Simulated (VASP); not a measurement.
Wanted: the native input for a VASP 6.6.1 run.

| Item | Value |
| --- | --- |
| Task | single point |
| Functional | PBE |
| Dispersion | D3(BJ) |
| Potentials or basis | VASP PAW PBE potentials, release 64 (O, C, H) |
| Cutoff | 520 eV |
| k mesh | 1 × 1 × 1 |
| Occupations | fermi-dirac, width 0.02 eV |
| Spin | no spin polarisation |
| Dipole correction | no |
| Further INCAR settings | LREAL = Auto; ALGO = Fast; EDIFF = 1e-06; NBANDS = 71 |

The structure of H2C3O lies in POSCAR:

```
H2C3O
1.0
    8.6177390000      0.0000000000      0.0000000000
    0.0000000000      8.6177390000      0.0000000000
    0.0000000000      0.0000000000      8.6177390000
O C H
5 15 10
Direct
    0.6316622028      0.6704078645      0.5668076046
    0.5065133674      0.1354879743      0.7036880555
    0.2672046577      0.2457257060      0.3986080340
    0.7498718631      0.3510781656      0.0072988982
    0.6360833161      0.6628420749     -0.0955935194
    0.6599062701      0.5456071482      0.5355929206
    0.4732331764      0.2507734337      0.7545598677
    0.2945436152      0.3300053529      0.3023298803
    0.8363678686      0.3487457673      0.1103305635
    0.5506316680      0.7516008549     -0.0496417912
    0.1342115374      0.5541476714      0.4334431572
    0.1730848428      0.6880459016      0.4087034894
    0.9555522626      0.1963043903      0.5577681106
    0.8472059783      0.2540689617      0.4897920441
    0.1759394198      0.0721534964      0.9693029691
    0.1491110371      0.2068756086      0.9959224804
    0.1512577719      0.6360020883      1.0109380198
    0.1623859808      0.5917097280      0.8771906413
    0.6080829322      0.9517577638      0.3090253720
    0.5402345093      1.0350394692      0.2189205312
    0.2067827768      0.8043873225      0.3880484197
    0.0604102770      0.4512552538      0.4417051851
    0.7639358769      0.3067974094      0.4094229356
    1.0524918427      0.1313917723      0.5903288554
    0.1267153716      0.3356796951      1.0254197766
    0.2177253222     -0.0393722762      0.9444936775
    0.1735490017      0.6068761191      0.7551168584
    0.1638944972      0.6120398866      1.1344390913
    0.4972650019      1.1055568056      0.1200778998
    0.6479425752      0.8816001506      0.4071137453
```

The cell was built by a generator and needn't be a form met in nature.

One way to write it, as run:

INCAR

```
ALGO = Fast
EDIFF = 1E-6
ENCUT = 520
GGA = PE
ISIF = 2
ISMEAR = -1
IVDW = 12
LASPH = T
LCHARG = T
LELF = T
LREAL = Auto
LVHAR = T
LWAVE = F
NBANDS = 71
NELM = 100
PREC = Accurate
SIGMA = 0.02
```

KPOINTS

```
k-points
0
Gamma
  1 1 1
```

Potentials or basis: VASP PAW PBE potentials, release 64 (O, C, H).

Launch:

```sh
$ cat potpaw_PBE.64/O/POTCAR potpaw_PBE.64/C/POTCAR potpaw_PBE.64/H/POTCAR > POTCAR
$ mpirun -np 1 vasp_gam > vasp.out
```

It gave:

- Pressure: 0.3 GPa
- Largest force: 2.807 eV/Å
- Band gap on the k mesh: 4.35 eV, direct
- Dispersion energy per atom: -0.043 eV

Caveat: the standard files for N, O and F lose accuracy on very short bonds.

Run time: 38 s on 1 thread of Intel(R) Xeon(R) 6975P-C (Granite Rapids), with other jobs on the host, peak memory 0.54 GiB.
